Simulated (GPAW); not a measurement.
A run of GPAW 26.7.0 is set up as follows.

File run.py:

```python
import numpy as np
from ase.dft.bandgap import bandgap
from ase.io import read, write
from gpaw import GPAW, PW
from gpaw.response import ResponseContext, ResponseGroundStateAdapter
from gpaw.response.chiks import ChiKSCalculator
from gpaw.response.heisenberg import calculate_fm_magnon_energies
from gpaw.response.localft import LocalFTCalculator
from gpaw.response.mft import IsotropicExchangeCalculator
from gpaw.response.site_kernels import SphericalSiteKernels

atoms = read('POSCAR')
atoms.set_initial_magnetic_moments([3.0, 0.0])

calc = GPAW(mode=PW(650),
            xc='LDA',
            kpts={'size': (9, 9, 9), 'gamma': True},
            occupations={'name': 'fermi-dirac', 'width': 0.05},
            nbands=17,
            convergence={'density': 0.0001},
            maxiter=150,
            txt='gpaw.txt')
atoms.calc = calc
energy = atoms.get_potential_energy()
calc.write('gs.gpw')
write('result.traj', atoms)
print(f'Energy: {energy:.6f} eV')
print('Moments:', calc.get_magnetic_moments().round(3))
print('Fermi level:', round(calc.get_fermi_level(), 4), 'eV')
print(f'Gap: {bandgap(calc)[0]:.4f} eV, direct: {bandgap(calc, direct=True)[0]:.4f} eV')

dense = calc.fixed_density(kpts={'size': (8, 8, 8), 'gamma': True},
                           nbands=32, convergence={'bands': 26, 'eigenstates': 1e-12},
                           update_fermi_level=True, maxiter=300, txt='dense.txt')
dense.write('dense.gpw', mode='all')

sites = [0]
moments = calc.get_magnetic_moments()[sites]
q_qc = np.array([[0.0, 0.0, 0.0], [0.125, 0.0, 0.0], [0.25, 0.0, 0.0], [0.5, 0.0, 0.0], [0.125, 0.125, 0.0], [0.25, 0.25, 0.0], [0.5, 0.5, 0.0]])
gs = ResponseGroundStateAdapter.from_gpw_file('dense.gpw')
context = ResponseContext(txt='mft.txt')
chiks = ChiKSCalculator(gs, context, ecut=150, nbands=26, gammacentered=True)
exchange = IsotropicExchangeCalculator(chiks, LocalFTCalculator.from_rshe_parameters(gs, context))
kernels = SphericalSiteKernels(atoms.positions[sites], [[1.022] * len(sites)])
J_qab = np.array([exchange(q_c, kernels)[..., 0] for q_c in q_qc])
E_qn = calculate_fm_magnon_energies(J_qab, q_qc, moments)
np.savetxt('exchange.dat', np.c_[q_qc, 1000 * J_qab.real.reshape((len(q_qc), -1))], fmt='%.4f')
np.savetxt('magnons.dat', np.c_[q_qc, 1000 * E_qn.real], fmt='%.4f')
for q_c, E_n in zip(q_qc, E_qn):
    print(q_c.round(4), 'magnon energies (meV):', (1000 * E_n.real).round(2))
```

POSCAR

```
CoO
1.0
    1.5252806262      0.8806211801      2.4720348897
   -1.5252806262      0.8806211801      2.4720348897
    0.0000000000     -1.7612423603      2.4720348897
Co O
1 1
Direct
    0.0000000000      0.0000000000      0.0000000000
    0.5000000000      0.5000000000      0.5000000000
```

Potentials or basis: the program's PAW data sets (release 1.2.1) made for this functional, pw.

Run with:

```bash
$ OMP_NUM_THREADS=1 python run.py
```

Task: What does it give for the site moments?

Result: Co +2.49; O +0.25 μB.

Task: Estimate the net moment.

Result: 2.94 μB per cell.

Task: What does it give for the band gap on the k mesh?

Result: None (metal or under the smearing width).

Caveat: the number of bands moves the energies at small q by some ten meV; the exchange constants hang on this mesh and on the site radius; magnon energies are noisy on this mesh; a cell with one magnetic atom can't hold antiferromagnetic order, which such compounds often take; semilocal functionals often make such compounds metallic where correlation or magnetic order opens a gap, which also shifts bond lengths. With open d or f shells a metallic result of LDA can be an artefact of self-interaction; +U or a hybrid may open a gap.
